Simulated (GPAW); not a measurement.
# MgSe (Fm-3m) in GPAW: convergence with k mesh

Aim: find how far k mesh must go before the results for MgSe settle, at RPBE. This setting moves, with any that are tied to it; all else stays.

Program: GPAW 26.7.0. These are calculated values, not measurements. Logs are shortened: lines on timing, memory, paths and dates and some standing lists are left out, and cuts for length are marked. The log counts tension as positive stress, the text compression.

## Step 1: Starting point

Symmetry: Fm-3m, No. 225, cubic system. Conventional cell: a = 5.451 Å, b = 5.451 Å, c = 5.451 Å, α = 90.00°, β = 90.00°, γ = 90.00°. Around Se (site symmetry m-3m) lie 6 Mg at 2.73 Å. Mg (site symmetry m-3m) has 6 Se at 2.73 Å as nearest neighbours.

## Step 2: With k mesh 2 × 2 × 2

The input, run.py:

```python
from ase import Atoms
from ase.dft.bandgap import bandgap
from ase.io import write
from ase.units import GPa
from gpaw import GPAW, PW

atoms = Atoms(['Se', 'Mg'],
              cell=[[0.0, 2.7255, 2.7255],
                    [2.7255, 0.0, 2.7255],
                    [2.7255, 2.7255, 0.0]],
              scaled_positions=[[0.5, 0.5, 0.5],
                                [0.0, 0.0, 0.0]],
              pbc=True)

calc = GPAW(mode=PW(800),
            xc='RPBE',
            kpts={'size': (2, 2, 2), 'gamma': True},
            occupations={'name': 'fermi-dirac', 'width': 0.05},
            nbands=16,
            convergence={'density': 1e-05, 'energy': 1e-05},
            maxiter=100,
            txt='gpaw.txt')
atoms.calc = calc
energy = atoms.get_potential_energy()
forces = atoms.get_forces()
stress = atoms.get_stress()
calc.write('gs.gpw')
write('result.traj', atoms)
print(f'Energy: {energy:.6f} eV')
print('Forces (eV/A):')
print(forces.round(4))
print('Stress (GPa):', (stress / GPa).round(3))
print('Fermi level:', round(calc.get_fermi_level(), 4), 'eV')
print(f'Gap: {bandgap(calc)[0]:.4f} eV, direct: {bandgap(calc, direct=True)[0]:.4f} eV')
```

Potentials or basis: the program's PAW data sets (release 1.2.1) made for this functional, pw.

Started as:

```console
$ OMP_NUM_THREADS=1 python run.py
```

Run time: 4.8 s. Hardware: 1 thread of Arm Neoverse V1, shared host; peak memory 0.15 GiB.

Results:

| Quantity | Value |
| --- | --- |
| Free energy | -5.4196 eV |
| Pressure | 10.7 GPa |
| Band gap on the k mesh | 1.64 eV, indirect (least direct gap 2.70 eV) |

## Step 3: With k mesh 3 × 3 × 3

Edit run.py of step 2 so:

```diff
@@ -16,3 +16,3 @@
             xc='RPBE',
-            kpts={'size': (2, 2, 2), 'gamma': True},
+            kpts={'size': (3, 3, 3), 'gamma': True},
             occupations={'name': 'fermi-dirac', 'width': 0.05},
```

Potentials or basis: the program's PAW data sets (release 1.2.1) made for this functional, pw.

Started as:

```console
$ OMP_NUM_THREADS=1 python run.py
```

Run time: 5.2 s. Hardware: 1 thread of Arm Neoverse V1, shared host; peak memory 0.15 GiB.

Results:

| Item | Value |
| --- | --- |
| Free energy | -6.7252 eV |
| Pressure | 5.5 GPa |
| Band gap on the k mesh | 2.75 eV, direct |

## Step 4: With k mesh 4 × 4 × 4

Edit run.py of step 3 so:

```diff
@@ -16,3 +16,3 @@
             xc='RPBE',
-            kpts={'size': (3, 3, 3), 'gamma': True},
+            kpts={'size': (4, 4, 4), 'gamma': True},
             occupations={'name': 'fermi-dirac', 'width': 0.05},
```

Started as:

```console
$ OMP_NUM_THREADS=1 python run.py
```

Run time: 7.8 s. Hardware: 1 thread of Arm Neoverse V1, shared host; peak memory 0.15 GiB.

What came out:

| Item | Value |
| --- | --- |
| Free energy | -6.9488 eV |
| Pressure | 4.3 GPa |
| Band gap on the k mesh | 1.92 eV, indirect (least direct gap 2.76 eV) |

## Step 5: With k mesh 5 × 5 × 5

Edit run.py of step 4 so:

```diff
@@ -16,3 +16,3 @@
             xc='RPBE',
-            kpts={'size': (4, 4, 4), 'gamma': True},
+            kpts={'size': (5, 5, 5), 'gamma': True},
             occupations={'name': 'fermi-dirac', 'width': 0.05},
```

Started as:

```console
$ OMP_NUM_THREADS=1 python run.py
```

It took 9.2 s on 1 thread of Arm Neoverse V1, shared host; peak memory 0.15 GiB.

Results (log left out):

| Item | Value |
| --- | --- |
| Free energy | -6.9986 eV |
| Pressure | 4.0 GPa |
| Band gap on the k mesh | 2.35 eV, indirect (least direct gap 2.77 eV) |

## Step 6: With k mesh 6 × 6 × 6

Edit run.py of step 5 so:

```diff
@@ -16,3 +16,3 @@
             xc='RPBE',
-            kpts={'size': (5, 5, 5), 'gamma': True},
+            kpts={'size': (6, 6, 6), 'gamma': True},
             occupations={'name': 'fermi-dirac', 'width': 0.05},
```

Potentials or basis: the program's PAW data sets (release 1.2.1) made for this functional, pw.

Started as:

```console
$ OMP_NUM_THREADS=1 python run.py
```

Wall time 13 s (1 thread of Arm Neoverse V1, shared host); peak memory 0.16 GiB.

It converged, with:

```yaml
Free_energy: -7.0110 eV
Pressure: 3.9 GPa
Band_gap_on_the_k_mesh: 1.95 eV, indirect (least direct gap 2.77 eV)
```

## Step 7: With k mesh 8 × 8 × 8

Edit run.py of step 6 so:

```diff
@@ -16,3 +16,3 @@
             xc='RPBE',
-            kpts={'size': (6, 6, 6), 'gamma': True},
+            kpts={'size': (8, 8, 8), 'gamma': True},
             occupations={'name': 'fermi-dirac', 'width': 0.05},
```

Started as:

```console
$ OMP_NUM_THREADS=1 python run.py
```

Wall time 21 s (1 thread of Arm Neoverse V1, shared host); peak memory 0.17 GiB.

Results (log left out):

```
Free energy            : -7.0155 eV
Pressure               : 3.8 GPa
Band gap on the k mesh : 1.95 eV, indirect (least direct gap 2.77 eV)
```

## Step 8: With k mesh 9 × 9 × 9

Edit run.py of step 7 so:

```diff
@@ -16,3 +16,3 @@
             xc='RPBE',
-            kpts={'size': (8, 8, 8), 'gamma': True},
+            kpts={'size': (9, 9, 9), 'gamma': True},
             occupations={'name': 'fermi-dirac', 'width': 0.05},
```

Started as:

```console
$ OMP_NUM_THREADS=1 python run.py
```

It took 26 s on 1 thread of Arm Neoverse V1, shared host; peak memory 0.18 GiB.

It converged, with:

| Property | Result |
| --- | --- |
| Free energy | -7.0158 eV |
| Pressure | 3.8 GPa |
| Band gap on the k mesh | 2.08 eV, indirect (least direct gap 2.77 eV) |

## Step 9: With k mesh 11 × 11 × 11

Edit run.py of step 8 so:

```diff
@@ -16,3 +16,3 @@
             xc='RPBE',
-            kpts={'size': (9, 9, 9), 'gamma': True},
+            kpts={'size': (11, 11, 11), 'gamma': True},
             occupations={'name': 'fermi-dirac', 'width': 0.05},
```

Potentials or basis: the program's PAW data sets (release 1.2.1) made for this functional, pw.

Started as:

```console
$ OMP_NUM_THREADS=1 python run.py
```

gpaw.txt:

```text
__  _  _
 | _ |_)|_||  |
 |__||  | ||/\| - 26.7.0

Input parameters:
  mode=PW(ecut=800.0),
  convergence={'density': 1e-05, 'energy': 1e-05},
  kpts=MonkhorstPack(size=(11, 11, 11), gamma=True),
  maxiter=100,
  nbands=16,
  occupations=Occupations(name='fermi-dirac', width=0.05),
  xc=XC(name='RPBE')

Diagonalizing LCAO Hamiltonian
Converting LCAO to pw mode

                Se

       Mg

Atoms  # Å, Bohr magnetons
|   | symbol |        x |        y |        z |    initial magnetic moments |
|---|--------|----------|----------|----------|-----------------------------|
| 0 |     Se | 2.725500 | 2.725500 | 2.725500 | ( 0.0000,  0.0000,  0.0000) |
| 1 |     Mg | 0.000000 | 0.000000 | 0.000000 | ( 0.0000,  0.0000,  0.0000) |

Unit cell  # Å
| periodic |        x |        y |        z |  lengths |    angles |
|----------|----------|----------|----------|----------|-----------|
|      yes | 0.000000 | 2.725500 | 2.725500 | 3.854439 | 60.000000 |
|      yes | 2.725500 | 0.000000 | 2.725500 | 3.854439 | 60.000000 |
|      yes | 2.725500 | 2.725500 | 0.000000 | 3.854439 | 60.000000 |

Number of symmetries: 48
Symmetry operations  # r_c * U_cc + t_c -> r_c
|    | kind |            matrix            |
|----|------|------------------------------|
|  0 |  σ   |  1, 0, 0,  1, 0,-1,  1,-1, 0 |
|  1 |  C2  |  1, 0, 0,  1,-1, 0,  1, 0,-1 |
|  2 |  E   |  1, 0, 0,  0, 1, 0,  0, 0, 1 |
|  3 |  σ   |  1, 0, 0,  0, 0, 1,  0, 1, 0 |
|  4 |  C4  |  1, 0,-1,  1, 0, 0,  1,-1, 0 |
|  5 |  S6  |  1, 0,-1,  1,-1, 0,  1, 0, 0 |
|  6 |  σ   |  1, 0,-1,  0, 1,-1,  0, 0,-1 |
|  7 |  C3  |  1, 0,-1,  0, 0,-1,  0, 1,-1 |
|  8 |  S6  |  1,-1, 0,  1, 0, 0,  1, 0,-1 |
|  9 |  C4  |  1,-1, 0,  1, 0,-1,  1, 0, 0 |
| 10 |  C3  |  1,-1, 0,  0,-1, 1,  0,-1, 0 |
| 11 |  σ   |  1,-1, 0,  0,-1, 0,  0,-1, 1 |
| 12 |  σ   |  0, 1, 0,  1, 0, 0,  0, 0, 1 |
| 13 |  C4  |  0, 1, 0,  0, 1,-1, -1, 1, 0 |
| 14 |  C3  |  0, 1, 0,  0, 0, 1,  1, 0, 0 |
| 15 |  S6  |  0, 1, 0, -1, 1, 0,  0, 1,-1 |
| 16 |  C2  |  0, 1,-1,  1, 0,-1,  0, 0,-1 |
| 17 |  σ   |  0, 1,-1,  0, 1, 0, -1, 1, 0 |
| 18 |  S4  |  0, 1,-1,  0, 0,-1,  1, 0,-1 |
| 19 |  C4  |  0, 1,-1, -1, 1, 0,  0, 1, 0 |
| 20 |  C3  |  0, 0, 1,  1, 0, 0,  0, 1, 0 |
| 21 |  σ   |  0, 0, 1,  0, 1, 0,  1, 0, 0 |
| 22 |  S6  |  0, 0, 1,  0,-1, 1, -1, 0, 1 |
| 23 |  C4  |  0, 0, 1, -1, 0, 1,  0,-1, 1 |
| 24 |  S4  |  0, 0,-1,  1, 0,-1,  0, 1,-1 |
| 25 |  C3  |  0, 0,-1,  0, 1,-1,  1, 0,-1 |
| 26 |  C2  |  0, 0,-1,  0,-1, 0, -1, 0, 0 |
| 27 |  S6  |  0, 0,-1, -1, 0, 0,  0,-1, 0 |
| 28 |  S4  |  0,-1, 1,  1,-1, 0,  0,-1, 0 |
| 29 |  C4  |  0,-1, 1,  0, 0, 1, -1, 0, 1 |
| 30 |  C2  |  0,-1, 1,  0,-1, 0,  1,-1, 0 |
| 31 |  σ   |  0,-1, 1, -1, 0, 1,  0, 0, 1 |
| 32 |  C3  |  0,-1, 0,  1,-1, 0,  0,-1, 1 |
| 33 |  S6  |  0,-1, 0,  0, 0,-1, -1, 0, 0 |
| 34 |  S4  |  0,-1, 0,  0,-1, 1,  1,-1, 0 |
| 35 |  C2  |  0,-1, 0, -1, 0, 0,  0, 0,-1 |
| 36 |  C2  | -1, 1, 0,  0, 1, 0,  0, 1,-1 |
| 37 |  S6  | -1, 1, 0,  0, 1,-1,  0, 1, 0 |
| 38 |  S4  | -1, 1, 0, -1, 0, 1, -1, 0, 0 |
| 39 |  C3  | -1, 1, 0, -1, 0, 0, -1, 0, 1 |
| 40 |  S6  | -1, 0, 1,  0, 0, 1,  0,-1, 1 |
| 41 |  C2  | -1, 0, 1,  0,-1, 1,  0, 0, 1 |
| 42 |  C3  | -1, 0, 1, -1, 1, 0, -1, 0, 0 |
| 43 |  S4  | -1, 0, 1, -1, 0, 0, -1, 1, 0 |
| 44 |  C2  | -1, 0, 0,  0, 0,-1,  0,-1, 0 |
| 45 |  i   | -1, 0, 0,  0,-1, 0,  0, 0,-1 |
| 46 |  σ   | -1, 0, 0, -1, 1, 0, -1, 0, 1 |
| 47 |  C2  | -1, 0, 0, -1, 0, 1, -1, 1, 0 |

BZ-sampling:
  Number of BZ points: 1331
  Number of IBZ points: 56

  Monkhorst-Pack size: [11, 11, 11]
  Monkhorst-Pack shift: [0, 0, 0]

K-points  # in reciprocal-cell coordinates
|     |                                coordinates |     weight |
|-----|--------------------------------------------|------------|
|   0 | (  0.00000000,   0.00000000,   0.00000000) | 0.00075131 |
|   1 | (  0.09090909,   0.09090909,   0.00000000) | 0.00450789 |
|   2 | (  0.09090909,   0.09090909,   0.09090909) | 0.00601052 |
|   3 | (  0.18181818,   0.09090909,   0.09090909) | 0.00901578 |
|   4 | (  0.18181818,   0.18181818,   0.00000000) | 0.00450789 |
|   5 | (  0.18181818,   0.18181818,   0.09090909) | 0.01803156 |
|   6 | (  0.18181818,   0.18181818,   0.18181818) | 0.00601052 |
|   7 | (  0.27272727,   0.18181818,   0.09090909) | 0.01803156 |
|   8 | (  0.27272727,   0.18181818,   0.18181818) | 0.01803156 |
|   9 | (  0.27272727,   0.27272727,   0.00000000) | 0.00450789 |
| ... |                                            |            |
|  55 | (  0.45454545,   0.45454545,   0.45454545) | 0.00601052 |

Plane wave coefficients: 2102
Cutoff: 800.0 eV

Spin-components: 1 (collinear spins)
Bands:           16
Projectors:      10
Spin-degeneracy: 2
Datatype:        complex128

Parallelization:
  kpt:    1
  domain: 1
  band:   1

Density:
  Valence electrons: 16.0
  Components: 1
  Grid points: [27 27 27]
  Charge: 0.0  # |e|

Potential:
  Grid points: [27 27 27]

species:
  Se:
    name:    Selenium
    Z:       34.0
    valence: 6
    core:    28
    charge:  0.0  # [|e|]
    compensation charges:
      type: gauss
      rc: 0.27  # [Å]
      lmax: 2
    cutoffs:
      filter: 1.77  # [Å]
      core: 2.67  # [Å]
    projectors
    | kind |    occ | energy [eV] | rcut [Å] |
    |------|--------|-------------|----------|
    |   4s |  2.000 |     -17.221 |    0.847 |
    |   4p |  4.000 |      -6.481 |    1.005 |
    |    s |        |       9.991 |    0.847 |
    |    p |        |      20.730 |    1.005 |
    |    d |        |       0.000 |    0.847 |

    Using partial waves for Se as LCAO basis

  Mg:
    name:    Magnesium
    Z:       12.0
    valence: 10
    core:    2
    charge:  0.0  # [|e|]
    compensation charges:
      type: gauss
      rc: 0.33  # [Å]
      lmax: 2
    cutoffs:
      filter: 1.86  # [Å]
      core: 0.54  # [Å]
    projectors
    | kind |    occ | energy [eV] | rcut [Å] |
    |------|--------|-------------|----------|
    |   2s |  2.000 |     -80.012 |    1.090 |
    |   3s |  2.000 |      -4.684 |    1.090 |
    |   2p |  6.000 |     -46.607 |    1.085 |
    |   3p |  0.000 |      -1.360 |    1.085 |
    |    d |        |       0.000 |    1.037 |

    Using partial waves for Mg as LCAO basis

Reference energy: -71562.528434  # eV

eigensolver:
  PPCG
  Converge bands: occupied
  niter=2

density mixing:
  MSR1-Mixer
  Pratt-step length: 0.05
  Maximum mixing coefficient: 0.75
  Old densities: 10
  SVD Regularization: 0.005
  Good broyden scale: 1.0
  Trust region scale: 1.0
  Backstep threshold: 4.0
  History deletion threshold: 6.0
  Fourier metric: weight=20.0, sigma=0.015

occupation numbers:
  Fermi-Dirac:
    width: 0.0500  # eV

poisson solver:
  ecut: 6400.0  # eV

xc functional:
  name: RPBE with 2 nearest neighbor stencil

convergence criteria:
- Maximum integral of absolute [dens]ity change: 1e-05 electrons / valence electron
- Maximum [total energy] change in last 3 cyles: 1e-05 eV / valence electron
- Maximum integral of absolute [eigenst]ate change: 4e-08 eV^2 / valence electron
maximum number of iterations: 100

SCF iterations
|iter     | |      energy | eigst |  dens |
|---------|-|-------------|-------|-------|
|iter:   1| |   -7.202791 | -0.33 |       |
|iter:   2| |   -7.163667 | -2.01 | -1.19 |
|iter:   3| |   -7.007283 | -1.76 | -1.22 |
|iter:   4| |   -7.014182 | -2.97 | -1.81 |
|iter:   5| |   -7.015933 | -3.43 | -2.24 |
|iter:   6| |   -7.015965 | -4.86 | -3.28 |
|iter:   7| |   -7.015970c| -5.31 | -3.76 |
|iter:   8| |   -7.015970c| -8.20c| -4.79 |
|iter:   9| |   -7.015970c| -8.09c| -5.30c|

Converged in 9 steps
Energy contributions relative to reference atoms: (reference = -71562.528434)

Energy contributions:
  Kinetic:          12.048144
  Coulomb:         -10.053372
  Zero:             -0.022810
  External:          0.000000
  Xc:               -8.987931
  Entropy:          -0.000000
  Spinorbit:         0.000000
  ----------------------------
  Free energy:      -7.015970
  Extrapolated:     -7.015970

dipole moment: (-7.793614, -7.793614, -7.793614)  # |e|*Ang

Fermi level: 6.009
Eigenvalues  # (at kpt = [0.000, 0.000, 0.000])
| band index |      eig [eV] | occ [0-2] |
|------------|---------------|-----------|
|          0 |       -70.565 |     2.000 |
|          1 |       -37.155 |     2.000 |
|          2 |       -37.155 |     2.000 |
|          3 |       -37.155 |     2.000 |
|          4 |        -7.845 |     2.000 |
|          5 |         5.054 |     2.000 |
[... 8 lines left out ...]
|         14 |        16.127 |     0.000 |
|         15 |        16.470 |     0.000 |

Gap: 2.039 eV
Transition (v -> c):
  (s=0, k=0, n=7, [0.00, 0.00, 0.00]) -> (s=0, k=50, n=8, [0.45, 0.45, 0.00])
Direct/indirect transitions are different
Direct gap: 2.774 eV
Transition at: (s=0, k=0, n=7, [0.00, 0.00, 0.00])

Forces  # eV/Ang
|        x |        y |        z |
|----------|----------|----------|
| -0.00000 |  0.00000 | -0.00000 |  # Se   0
|  0.00000 | -0.00000 | -0.00000 |  # Mg   1

Stress tensor  # eV/Ang^3
|         x |         y |         z |
|-----------|-----------|-----------|
| -0.023973 |  0.000000 |  0.000000 |
|  0.000000 | -0.023973 | -0.000000 |
|  0.000000 | -0.000000 | -0.023973 |

# Writing to gs.gpw (mode='')
```

Wall time 39 s (1 thread of Arm Neoverse V1, shared host); peak memory 0.2 GiB.

What came out:

- Free energy: -7.0160 eV
- Pressure: 3.8 GPa
- Band gap on the k mesh: 2.04 eV, indirect (least direct gap 2.77 eV)

## Step 10: Result

```
      k mesh  energy less the tightest run, at zero smearing (meV/atom)  pressure (GPa)  gap on the mesh (eV)  SCF cycles  CPU time (s)  peak memory (GiB)
   2 × 2 × 2                                                     798.18           10.72                 1.645          10           4.8               0.15
   3 × 3 × 3                                                     145.38            5.51                 2.746           9           5.2               0.15
   4 × 4 × 4                                                      33.57            4.27                 1.924           9           7.8               0.15
   5 × 5 × 5                                                       8.68            3.96                 2.351           9           9.2               0.15
   6 × 6 × 6                                                       2.46            3.88                 1.950           9            13               0.16
   8 × 8 × 8                                                       0.23            3.84                 1.953           9            21               0.17
   9 × 9 × 9                                                       0.07            3.84                 2.080           9            26               0.18
11 × 11 × 11                                                       0.00            3.84                 2.039           9            39                0.2
```

Against the tightest run, the energy stays within 1 meV/atom from 8 × 8 × 8 on; the pressure stays within 0.1 GPa from 6 × 6 × 6 on. Not settled before the last step: the gap on the mesh (to 0.01 eV). Meshes of other sizes hit other points, so gaps and Fermi surfaces needn't settle smoothly. The tightest run that finished is the yardstick and may itself not be fully converged.

Caveats: an odd mesh through Γ misses points on the zone boundary, where band edges often lie.
